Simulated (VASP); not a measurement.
# Fe in VASP: settings compared, part 2 of 2

VASP 6.6.1. Earlier steps stand in the parts before.

## 4. Density of states, LDA+U, collinear spin, ferromagnetic start

File POSCAR:

```
Fe
1.0
    2.3111900000      0.0000000000      0.0000000000
    0.0000000000      2.3111900000      0.0000000000
    0.0000000000      0.0000000000     23.8000000000
Fe
1
Direct
    0.0000000000      0.0000000000      0.2941200000
```

File INCAR.step1:

```
PREC = Accurate
ENCUT = 520
EDIFF = 1E-6
ISMEAR = -1
SIGMA = 0.05
LREAL = False
LASPH = True
NELM = 120
ALGO = Normal
ISIF = 2
LWAVE = False
LCHARG = True
ISPIN = 2
MAGMOM = 3
LMAXMIX = 4
LDAU = True
LDAUTYPE = 2
LDAUL = 2
LDAUU = 2
LDAUJ = 0
LDAUPRINT = 1
LDIPOL = True
IDIPOL = 3
DIPOL = 0.5 0.5 0.294
GGA = CA
NBANDS = 14
```

File KPOINTS.step1:

```
regular mesh
0
Gamma
  8 8 1
```

File INCAR.step2:

```
PREC = Accurate
ENCUT = 520
EDIFF = 1E-6
ISMEAR = -5
SIGMA = 0.05
LREAL = False
LASPH = True
NELM = 120
ALGO = Normal
ISIF = 2
LWAVE = False
LCHARG = False
ISPIN = 2
MAGMOM = 3
LORBIT = 11
LMAXMIX = 4
LDAU = True
LDAUTYPE = 2
LDAUL = 2
LDAUU = 2
LDAUJ = 0
LDAUPRINT = 1
LDIPOL = True
IDIPOL = 3
DIPOL = 0.5 0.5 0.294
GGA = CA
NBANDS = 14
NEDOS = 2001
ICHARG = 11
```

File KPOINTS.step2:

```
regular mesh
0
Gamma
  12 12 1
```

Run with:

```console
> cat potpaw_LDA.64/Fe/POTCAR > POTCAR
> cp INCAR.step1 INCAR
> cp KPOINTS.step1 KPOINTS
> mpirun -np 1 vasp_std > vasp.out
> cp INCAR.step2 INCAR
> cp KPOINTS.step2 KPOINTS
> mpirun -np 1 vasp_std > vasp.out
```

It took 2.2 min on 1 thread of Intel Xeon Platinum 8488C (Sapphire Rapids), shared host; peak memory 0.23 GiB.

Results (log left out):

| Item | Value |
| --- | --- |
| Net moment | 3.02 μB per cell |
| Site moments | Fe +2.95 μB |
| Valence electrons inside the program's atomic spheres | Fe 7.10 |

Levels at points of the mesh, in eV from the Fermi level:
Spin up:
| k point | band 2 | band 3 | band 4 | band 5 | band 6 | band 7 | band 8 | band 9 |
| --- | --- | --- | --- | --- | --- | --- | --- | --- |
| (0.00, 0.00, 0.00) | -4.86 | -3.65 | -1.87 | -1.87 | -1.05 | -0.08 | 4.26 | 4.83 |
| (0.50, 0.00, 0.00) | -4.33 | -2.49 | -2.35 | -1.68 | 1.12 | 5.13 | 6.62 | 8.99 |
| (0.50, 0.50, 0.00) | -3.61 | -3.61 | -2.39 | 0.18 | 7.91 | 7.91 | 12.33 | 13.27 |
Spin down:
```
           k point  band 1  band 2  band 3  band 4  band 5  band 6  band 7  band 8
(0.00, 0.00, 0.00)   -5.16   -2.10   -0.08    0.26    1.92    1.92    3.13    4.47
(0.50, 0.00, 0.00)   -1.69   -1.26    1.56    1.60    1.61    2.16    6.98    7.17
(0.50, 0.50, 0.00)   -2.35   -0.19   -0.19    2.35    3.46    8.63    8.63   13.94
```

States per cell in windows of 1 eV (zero at the Fermi level; states under -7 eV left out):
```
from (eV)    up  down  Fe1_d_up  Fe1_d_down  Fe1_p_up  Fe1_p_down  Fe1_s_up  Fe1_s_down
     -7.0  0.02  0.00      0.01        0.00      0.00        0.00      0.01        0.00
     -6.0  0.21  0.01      0.12        0.00      0.01        0.00      0.05        0.00
     -5.0  1.02  0.10      0.86        0.01      0.03        0.00      0.06        0.06
     -4.0  1.61  0.12      1.40        0.02      0.03        0.01      0.03        0.06
     -3.0  1.55  0.23      1.34        0.10      0.03        0.02      0.05        0.06
     -2.0  0.88  0.86      0.77        0.63      0.02        0.05      0.03        0.07
     -1.0  0.22  1.21      0.12        0.92      0.03        0.07      0.03        0.01
      0.0  0.20  0.89      0.03        0.67      0.06        0.06      0.02        0.01
      1.0  0.20  1.42      0.03        1.23      0.06        0.03      0.02        0.03
      2.0  0.18  0.91      0.02        0.74      0.05        0.05      0.01        0.02
      3.0  0.17  0.27      0.02        0.13      0.04        0.04      0.01        0.01
      4.0  0.25  0.26      0.02        0.05      0.04        0.04      0.01        0.01
      5.0  0.61  0.53      0.04        0.04      0.05        0.04      0.03        0.01
      6.0  0.84  0.76      0.05        0.05      0.07        0.05      0.03        0.02
      7.0  0.91  0.93      0.05        0.07      0.09        0.06      0.03        0.03
```

Eigenvalues of the final occupation matrices:
```csv
site,spin,trace,eigenvalues
site 1 d,1,4.62,0.90 0.92 0.93 0.93 0.94
site 1 d,2,1.66,0.06 0.29 0.38 0.38 0.56
```

Caveat: the U is typed as a test and isn't derived for this compound. The state reached can hang on the start; a lower one may exist.

## 5. Density of states, LDA+U, collinear spin, ferromagnetic start

POSCAR is that of step 4.

Changes to INCAR.step1 since step 4:

```diff
@@ -18,3 +18,3 @@
 LDAUL = 2
-LDAUU = 2
+LDAUU = 3
 LDAUJ = 0
```

KPOINTS.step1 is that of step 4.

Changes to INCAR.step2 since step 4:

```diff
@@ -19,3 +19,3 @@
 LDAUL = 2
-LDAUU = 2
+LDAUU = 3
 LDAUJ = 0
```

KPOINTS.step2 is that of step 4.

Run with:

```console
> cat potpaw_LDA.64/Fe/POTCAR > POTCAR
> cp INCAR.step1 INCAR
> cp KPOINTS.step1 KPOINTS
> mpirun -np 1 vasp_std > vasp.out
> cp INCAR.step2 INCAR
> cp KPOINTS.step2 KPOINTS
> mpirun -np 1 vasp_std > vasp.out
```

Run time: 2 min. Hardware: 1 thread of Intel Xeon Platinum 8488C (Sapphire Rapids), shared host; peak memory 0.22 GiB.

The run converged. Its results:

```yaml
Net_moment: 3.18 μB per cell
Site_moments: Fe +3.05 μB
Valence_electrons_inside_the_program's_atomic_spheres: Fe 7.10
```

Levels at points of the mesh, in eV from the Fermi level:
Spin up:
| k point | band 1 | band 2 | band 3 | band 4 | band 5 | band 6 | band 7 | band 8 | band 9 | band 10 |
| --- | --- | --- | --- | --- | --- | --- | --- | --- | --- | --- |
| (0.00, 0.00, 0.00) | -6.63 | -5.53 | -4.08 | -2.53 | -2.53 | -1.73 | -0.18 | 4.18 | 4.78 | 4.85 |
| (0.50, 0.00, 0.00) | -5.13 | -4.93 | -3.08 | -3.01 | -2.35 | 1.00 | 4.83 | 6.53 | 8.79 | 10.75 |
| (0.50, 0.50, 0.00) | -6.03 | -4.24 | -4.24 | -3.05 | -0.49 | 7.79 | 7.79 | 11.88 | 13.03 | 13.45 |
Spin down:
| k point | band 1 | band 2 | band 3 | band 4 | band 5 | band 6 |
| --- | --- | --- | --- | --- | --- | --- |
| (0.00, 0.00, 0.00) | -5.18 | -2.20 | 0.18 | 0.21 | 2.00 | 2.00 |
| (0.50, 0.00, 0.00) | -1.74 | -1.20 | 1.55 | 1.86 | 1.86 | 2.24 |
| (0.50, 0.50, 0.00) | -2.13 | -0.12 | -0.12 | 2.71 | 3.36 | 8.56 |

States per cell in windows of 1 eV (zero at the Fermi level; states under -7 eV left out):
| from (eV) | up | down | Fe1_d_up | Fe1_d_down | Fe1_p_up | Fe1_p_down | Fe1_s_up | Fe1_s_down |
| --- | --- | --- | --- | --- | --- | --- | --- | --- |
| -7.0 | 0.07 | 0.00 | 0.03 | 0.00 | 0.00 | 0.00 | 0.02 | 0.00 |
| -6.0 | 0.58 | 0.01 | 0.48 | 0.00 | 0.01 | 0.00 | 0.05 | 0.00 |
| -5.0 | 1.39 | 0.11 | 1.25 | 0.01 | 0.03 | 0.00 | 0.02 | 0.06 |
| -4.0 | 1.90 | 0.12 | 1.60 | 0.02 | 0.04 | 0.01 | 0.08 | 0.06 |
| -3.0 | 1.14 | 0.24 | 1.05 | 0.11 | 0.02 | 0.02 | 0.03 | 0.06 |
| -2.0 | 0.30 | 0.83 | 0.20 | 0.60 | 0.02 | 0.05 | 0.03 | 0.06 |
| -1.0 | 0.15 | 1.16 | 0.06 | 0.86 | 0.03 | 0.07 | 0.03 | 0.01 |
| 0.0 | 0.21 | 0.80 | 0.02 | 0.58 | 0.06 | 0.07 | 0.02 | 0.01 |
| 1.0 | 0.20 | 1.27 | 0.02 | 1.10 | 0.06 | 0.02 | 0.02 | 0.02 |
| 2.0 | 0.17 | 1.11 | 0.02 | 0.91 | 0.05 | 0.05 | 0.01 | 0.03 |
| 3.0 | 0.17 | 0.36 | 0.02 | 0.22 | 0.04 | 0.04 | 0.01 | 0.01 |
| 4.0 | 0.29 | 0.28 | 0.02 | 0.06 | 0.04 | 0.04 | 0.01 | 0.01 |
| 5.0 | 0.62 | 0.55 | 0.04 | 0.04 | 0.05 | 0.04 | 0.03 | 0.01 |
| 6.0 | 0.89 | 0.78 | 0.05 | 0.06 | 0.08 | 0.05 | 0.04 | 0.02 |
| 7.0 | 0.87 | 0.92 | 0.04 | 0.07 | 0.09 | 0.06 | 0.02 | 0.03 |

Eigenvalues of the final occupation matrices:
```tsv
site	spin	trace	eigenvalues
site 1 d	1	4.68	0.93 0.94 0.94 0.94 0.95
site 1 d	2	1.58	0.04 0.26 0.36 0.36 0.56
```

Caveat: the U is typed as a test and isn't derived for this compound.

## 6. Density of states, LDA+U, collinear spin, ferromagnetic start

POSCAR is that of step 5.

Changes to INCAR.step1 since step 5:

```diff
@@ -18,3 +18,3 @@
 LDAUL = 2
-LDAUU = 3
+LDAUU = 4
 LDAUJ = 0
```

KPOINTS.step1 is that of step 5.

Changes to INCAR.step2 since step 5:

```diff
@@ -19,3 +19,3 @@
 LDAUL = 2
-LDAUU = 3
+LDAUU = 4
 LDAUJ = 0
```

KPOINTS.step2 is that of step 5.

Potentials or basis: VASP PAW LDA potentials, release 64 (Fe).

Run with:

```console
> cat potpaw_LDA.64/Fe/POTCAR > POTCAR
> cp INCAR.step1 INCAR
> cp KPOINTS.step1 KPOINTS
> mpirun -np 1 vasp_std > vasp.out
> cp INCAR.step2 INCAR
> cp KPOINTS.step2 KPOINTS
> mpirun -np 1 vasp_std > vasp.out
```

Wall time 99 s (1 thread of Intel Xeon Platinum 8488C (Sapphire Rapids), shared host); peak memory 0.23 GiB.

Results (log left out):

```
Net moment                                            : 3.19 μB per cell
Site moments                                          : Fe +3.11 μB
Valence electrons inside the program's atomic spheres : Fe 7.11
```

Levels at points of the mesh, in eV from the Fermi level:
Spin up:
```csv
k point,band 1,band 2,band 3,band 4,band 5,band 6,band 7,band 8,band 9,band 10
"(0.00, 0.00, 0.00)",-6.91,-6.06,-4.37,-3.12,-3.12,-2.28,-0.18,4.16,4.78,4.87
"(0.50, 0.00, 0.00)",-5.65,-5.46,-3.56,-3.55,-2.93,0.98,4.64,6.52,8.67,10.75
"(0.50, 0.50, 0.00)",-6.53,-4.79,-4.79,-3.62,-1.02,7.77,7.77,11.52,12.87,13.43
```
Spin down:
```csv
k point,band 1,band 2,band 3,band 4,band 5,band 6
"(0.00, 0.00, 0.00)",-5.21,-2.39,0.11,0.49,2.15,2.15
"(0.50, 0.00, 0.00)",-1.86,-1.08,1.49,2.09,2.16,2.39
"(0.50, 0.50, 0.00)",-1.94,0.02,0.02,3.07,3.17,8.51
```

States per cell in windows of 1 eV (zero at the Fermi level; states under -8 eV left out):
| from (eV) | up | down | Fe1_d_up | Fe1_d_down | Fe1_p_up | Fe1_p_down | Fe1_s_up | Fe1_s_down |
| --- | --- | --- | --- | --- | --- | --- | --- | --- |
| -8.0 | 0.00 | 0.00 | 0.00 | 0.00 | 0.00 | 0.00 | 0.00 | 0.00 |
| -7.0 | 0.23 | 0.00 | 0.17 | 0.00 | 0.00 | 0.00 | 0.04 | 0.00 |
| -6.0 | 1.18 | 0.01 | 1.06 | 0.00 | 0.03 | 0.00 | 0.04 | 0.01 |
| -5.0 | 1.45 | 0.10 | 1.30 | 0.01 | 0.02 | 0.00 | 0.02 | 0.06 |
| -4.0 | 1.88 | 0.13 | 1.66 | 0.02 | 0.03 | 0.01 | 0.07 | 0.06 |
| -3.0 | 0.49 | 0.25 | 0.40 | 0.12 | 0.02 | 0.02 | 0.04 | 0.06 |
| -2.0 | 0.20 | 0.75 | 0.11 | 0.54 | 0.02 | 0.05 | 0.03 | 0.06 |
| -1.0 | 0.11 | 1.19 | 0.02 | 0.87 | 0.03 | 0.08 | 0.03 | 0.01 |
| 0.0 | 0.21 | 0.69 | 0.02 | 0.48 | 0.07 | 0.07 | 0.02 | 0.01 |
| 1.0 | 0.19 | 0.94 | 0.02 | 0.79 | 0.06 | 0.02 | 0.02 | 0.01 |
| 2.0 | 0.18 | 1.57 | 0.02 | 1.33 | 0.05 | 0.04 | 0.01 | 0.04 |
| 3.0 | 0.16 | 0.41 | 0.02 | 0.27 | 0.04 | 0.04 | 0.01 | 0.01 |
| 4.0 | 0.31 | 0.29 | 0.03 | 0.07 | 0.05 | 0.04 | 0.02 | 0.01 |
| 5.0 | 0.59 | 0.53 | 0.04 | 0.04 | 0.05 | 0.04 | 0.03 | 0.01 |
| 6.0 | 0.90 | 0.78 | 0.05 | 0.06 | 0.08 | 0.05 | 0.04 | 0.02 |
| 7.0 | 0.91 | 0.97 | 0.04 | 0.08 | 0.09 | 0.07 | 0.03 | 0.03 |

Eigenvalues of the final occupation matrices:
```
    site  spin  trace               eigenvalues
site 1 d     1   4.72  0.94 0.94 0.94 0.95 0.95
site 1 d     2   1.54  0.03 0.25 0.34 0.34 0.58
```

Caveat: the U is typed as a test and isn't derived for this compound.

## 7. The runs side by side

```tsv
task	level	potentials or basis	U	k mesh	smearing	k mesh for the DOS	occupations for the DOS	moment (μB)
work function	PBE	VASP PAW PBE potentials, release 64 (Fe)	-	11 × 11 × 1	gaussian 0.05 eV	-	-	2.74
density of states	LDA	VASP PAW LDA potentials, release 64 (Fe)	-	8 × 8 × 1	fermi-dirac 0.05 eV	12 × 12 × 1	tetrahedron	2.65
density of states	LDA+U	VASP PAW LDA potentials, release 64 (Fe)	Fe d U = 2 eV	8 × 8 × 1	fermi-dirac 0.05 eV	12 × 12 × 1	tetrahedron	3.02
density of states	LDA+U	VASP PAW LDA potentials, release 64 (Fe)	Fe d U = 3 eV	8 × 8 × 1	fermi-dirac 0.05 eV	12 × 12 × 1	tetrahedron	3.18
density of states	LDA+U	VASP PAW LDA potentials, release 64 (Fe)	Fe d U = 4 eV	8 × 8 × 1	fermi-dirac 0.05 eV	12 × 12 × 1	tetrahedron	3.19
```

Alike in all rows: spin collinear, ferromagnetic start; cell as given; cutoff (eV) 520.

Caveats: the U is typed as a test and isn't derived for this compound (some runs).

Absolute energies hang on the potentials; compare differences alone.
